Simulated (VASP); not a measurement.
## BaS (distorted zincblende): one PBEsol single-point calculation in two programs

```
Ba S
1.0
    -0.07340    3.42240    3.54670
     3.45430   -0.07620    3.54940
     3.41450    3.38530   -0.03640
Ba S
1 1
Direct
  0.99330 0.99890 0.00330
  0.25150 0.21890 0.27910
```

The two codes use different PAW datasets and cutoffs. VASP's cell holds 16 valence electrons and Ansatz's 16. Ansatz's stress includes a Pulay correction; VASP's doesn't.

Cutoffs: 520 eV in VASP, 420 eV in Ansatz. k meshes: 6×6×6 and 6×6×6.

```tsv
	VASP	Ansatz
gap between bands v and c on the k mesh	2.63 eV	2.62 eV
least direct gap on the k mesh	3.29 eV	3.31 eV
pressure	0.2 GPa	-0.3 GPa
largest force	0.55 eV/Å	0.50 eV/Å
```

Forces (eV/Å), VASP:

```tsv
atom	Fx	Fy	Fz
Ba	-0.003	0.335	-0.438
S	0.003	-0.335	0.438
```

Ansatz:

```csv
atom,Fx,Fy,Fz
Ba,-0.002,0.308,-0.393
S,0.002,-0.308,0.393
```
